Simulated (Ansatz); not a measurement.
The system is WC.

```
W C
1.0
     1.64035   -2.11804    0.00000
     1.64035    2.11804    0.00000
     0.00000    0.00000    4.30942
W C
1 1
Direct
  0.50000 0.50000 0.50000
  0.00000 0.00000 0.00000
```

The cell was built by a generator and needn't be a form met in nature.

Base run:

```yaml
Program: Ansatz 0.2.0
Functional: BLYP
Potentials_or_basis: Ansatz PAW
Cutoff: 420 eV
Density_cutoff: 1680 eV
k_mesh: 10 × 10 × 6
Occupations: fermi-dirac, width 0.05 eV
Spin: no spin polarisation
```

Its results: band gap on the k mesh none (metal or under the smearing width); pressure -24.6 GPa.

Question: The run is repeated on the same cell with these changes: functional from BLYP to RPBE. What comes out?

Answer: Band gap on the k mesh none (metal or under the smearing width); pressure -29.5 GPa.

Caveats: the potentials were made for another functional, which shifts forces and pressure; the PAW data sets come from PBE, with cores solved anew for the run's functional, which leaves a small shift of forces and pressure; so large a pressure means that the cell lies far from this level's equilibrium, or that cutoff or potentials fall short (some runs); a pressure of tens of GPa on the cell as given is suspect, and the run, the potentials or the cell itself is likely at fault (some runs).

Not every run made on this cell is shown here.
